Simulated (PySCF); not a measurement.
**C3H2N2 (malononitrile) at 5 levels**

Wanted: a comparison of 5 runs (HF/3-21G, HF/def2-SVP, B3LYP/6-31G*, PBE0/def2-SVP) of C3H2N2 (malononitrile). 

The results are computed with PySCF 2.14.0.

### Step 1. Starting point

C3H2N2: 7 atoms, total charge 0, spin state singlet. SMILES: `N#CCC#N`. The coordinates come from a GFN2-xTB relaxation.

Bond lengths: N1–C2 1.141 Å, C2–C3 1.447 Å, C3–C4 1.447 Å, C4–N5 1.141 Å, C3–H6 1.096 Å, C3–H7 1.096 Å. Angles: N1–C2–C3 179.6°, C2–C3–C4 110.0°, C3–C4–N5 179.8°, C2–C3–H6 109.3°, C2–C3–H7 109.4°, C4–C3–H6 109.3°, C4–C3–H7 109.4°, H6–C3–H7 109.4°.

### Step 2. Energy and forces at HF/3-21G (run 1)

start.xyz reads:

```xyz
7

N     -0.543100    -2.201470     0.601780
C     -0.382360    -1.080850     0.460540
C     -0.174340     0.341150     0.289800
C      0.632360     0.585650    -0.886820
N      1.271200     0.775510    -1.812860
H      0.339450     0.740330     1.171430
H     -1.143210     0.839670     0.176120
```

run.py reads:

```python
import pyscf.grad
from pyscf import gto, scf

mol = gto.Mole()
mol.atom = 'start.xyz'
mol.max_memory = 1860
mol.basis = '3-21g'
mol.verbose = 4
mol.spin = 0
mol.charge = 0
mol.build()

myscf = scf.RHF(mol)
myscf.conv_tol = 1e-10
myscf.kernel()
if not myscf.converged:
    myscf = myscf.newton().run(myscf.mo_coeff, myscf.mo_occ)

e_final = myscf.e_tot
print('E = %.10f Eh' % e_final)
grad = myscf.Gradients().kernel()
myscf.analyze()
```

Command:

```
OMP_NUM_THREADS=1 python run.py
```

Log:

```text
PySCF version 2.14.0

[... 85 lines left out ...]
Two-electron Coulomb Energy =          230.566412167411471
[... 11 lines left out ...]
MO #9   energy= -0.784403031345508 occ= 2
[... 9 lines left out ...]
MO #19  energy= 0.167616358402329  occ= 0
[... 9 lines left out ...]
MO #29  energy= 0.937382458102844  occ= 0
[... 9 lines left out ...]
MO #39  energy= 1.41439800875486   occ= 0
[... 9 lines left out ...]
MO #49  energy= 3.28671649740962   occ= 0
[... 59 lines left out ...]
Dipole moment(X, Y, Z, Debye): -1.45774,  2.85739,  2.42900
```

Wall time 3.3 s (1 thread of Intel Xeon at 2.50GHz (Skylake/Cascade Lake), shared host); peak memory 0.12 GiB.

### Step 3. Energy and gradient at HF/def2-SVP (run 2)

input.py reads:

```python
# malononitrile
from pyscf import gto

system = gto.M(
    atom='''
N     -1.026310    -4.160175     1.137199
C     -0.722556    -2.042510     0.870294
C     -0.329455     0.644680     0.547643
C      1.194987     1.106718    -1.675847
N      2.402220     1.465502    -3.425809
H      0.641468     1.399021     2.213682
H     -2.160354     1.586746     0.332819
''',
    max_memory=1860,
    unit='bohr',
    verbose=4,
    basis='def2-svp',
)

mf = system.RHF()
mf.conv_tol = 1e-10
mf.kernel()
if not mf.converged:
    mf = mf.newton().run(mf.mo_coeff, mf.mo_occ)

e_tot = mf.e_tot
print(f'total energy: {e_tot:.8f} hartree')
grad = mf.nuc_grad_method().kernel()
dip = mf.dip_moment()
pop, q = mf.mulliken_pop()
```

Command:

```
OMP_NUM_THREADS=1 python input.py
```

Log:

```text
PySCF version 2.14.0

[... 65 lines left out ...]
converged SCF energy = -223.465229919775
total energy: -223.46522992 hartree
[... 13 lines left out ...]
Dipole moment(X, Y, Z, Debye): -1.50594,  2.94949,  2.50436
[... 88 lines left out ...]
charge of    6H =      0.13871
```

Run time: 9.9 s. Hardware: 1 thread of Intel Xeon at 2.50GHz (Skylake/Cascade Lake), shared host; peak memory 0.16 GiB.

Run 3 isn't shown in full; the table further down has it.

### Step 4. Energy and forces at B3LYP/6-31G(d) (Cartesian functions) (run 4)

input.xyz reads:

```xyz
7

N     -0.543100    -2.201470     0.601780
C     -0.382360    -1.080850     0.460540
C     -0.174340     0.341150     0.289800
C      0.632360     0.585650    -0.886820
N      1.271200     0.775510    -1.812860
H      0.339450     0.740330     1.171430
H     -1.143210     0.839670     0.176120
```

job.py reads:

```python
# malononitrile
import pyscf.grad
from pyscf import gto, dft

mol = gto.M(
    atom='input.xyz',
    max_memory=1860,
    verbose=4,
    cart=True,
    basis='6-31g*',
    spin=0,
)

mf = dft.RKS(mol)
mf.xc = 'b3lyp'
mf.conv_tol = 1e-10
mf.grids.level = 5
mf.kernel()
if not mf.converged:
    mf = mf.newton().run(mf.mo_coeff, mf.mo_occ)

energy = mf.e_tot
print('Final energy', energy)
grad = mf.Gradients().kernel()
dip = mf.dip_moment()
pop, q = mf.mulliken_pop()
```

Command:

```
OMP_NUM_THREADS=1 python job.py
```

Log:

```text
PySCF version 2.14.0

[... 76 lines left out ...]
converged SCF energy = -224.974417141017
Final energy -224.97441714101654
[... 14 lines left out ...]
Dipole moment(X, Y, Z, Debye): -1.39795,  2.73765,  2.32476
[... 87 lines left out ...]
charge of    6H =      0.25293
```

It took 40 s on 1 thread of Intel Xeon at 2.50GHz (Skylake/Cascade Lake), shared host; peak memory 0.8 GiB.

### Step 5. Energy and gradient at PBE0/def2-SVP (run 5)

input.py reads:

```python
# malononitrile
from pyscf import gto, dft

mol = gto.M(
    atom='''
N     -0.543100    -2.201470     0.601780
C     -0.382360    -1.080850     0.460540
C     -0.174340     0.341150     0.289800
C      0.632360     0.585650    -0.886820
N      1.271200     0.775510    -1.812860
H      0.339450     0.740330     1.171430
H     -1.143210     0.839670     0.176120
''',
    basis='def2-svp',
    max_memory=1860,
    charge=0,
    verbose=3,
)

ks = dft.RKS(mol)
ks.xc = 'pbe0'
ks.conv_tol = 1e-10
ks.grids.level = 5
ks.kernel()
if not ks.converged:
    ks = ks.newton().run(ks.mo_coeff, ks.mo_occ)

e_final = ks.e_tot
print(f'total energy: {e_final:.8f} hartree')
grad = ks.nuc_grad_method().kernel()
ks.analyze()
```

Command:

```
OMP_NUM_THREADS=1 python input.py
```

Log:

```text
converged SCF energy = -224.538352263725
[... 21 lines left out ...]
MO #10  energy= -0.568991098858674 occ= 2
[... 13 lines left out ...]
MO #24  energy= 0.138889729762702  occ= 0
[... 13 lines left out ...]
MO #38  energy= 0.689596157724733  occ= 0
[... 13 lines left out ...]
MO #52  energy= 1.50341277972434   occ= 0
[... 13 lines left out ...]
MO #66  energy= 2.24261163613931   occ= 0
[... 13 lines left out ...]
MO #80  energy= 3.52499221353449   occ= 0
[... 8 lines left out ...]
Dipole moment(X, Y, Z, Debye): -1.40068,  2.74394,  2.33076
```

It took 45 s on 1 thread of Intel Xeon at 2.50GHz (Skylake/Cascade Lake), shared host; peak memory 0.8 GiB.

### Step 6. The series

| run | level | integration grid | Cartesian functions | energy (Eh) | dipole moment (D) | HOMO energy (eV) | LUMO energy (eV) | wall time |
| --- | --- | --- | --- | --- | --- | --- | --- | --- |
| 1 | HF/3-21G | – | no | -222.392588 | 4.02 | -13.10 | 4.41 | 3.3 s |
| 2 | HF/def2-SVP | – | no | -223.465230 | 4.15 | -13.28 | 3.58 | 9.9 s |
| 3 | B3LYP/6-31G* (spherical functions) | 5 | no | -224.968322 | 3.85 | -9.59 | -0.29 | 38 s |
| 4 | B3LYP/6-31G* (Cartesian functions) | 5 | yes | -224.974417 | 3.85 | -9.59 | -0.30 | 40 s |
| 5 | PBE0/def2-SVP | 5 | no | -224.538352 | 3.86 | -10.05 | -0.22 | 45 s |

### Step 7. Summary of results

| quantity | value |
| --- | --- |
| run 5: total energy | -224.53835 Eh |
| run 5: dipole moment | 3.86 D |
| run 5: HOMO energy | -10.05 eV |
| run 5: LUMO energy | -0.22 eV |
| run 5: HOMO–LUMO gap | 9.83 eV |
| run 5: largest force on an atom | 1.948 eV/Å |

The dipole moment (its size) runs from 3.85 D (B3LYP/6-31G*) to 4.15 D (HF/def2-SVP). The two ends differ in method and basis. The HOMO–LUMO gap runs from 9.29 eV (B3LYP/6-31G*) to 17.51 eV (HF/3-21G). Totals of different functionals can't be ranked against each other. All runs together took 2.3 min, the longest 45 s.
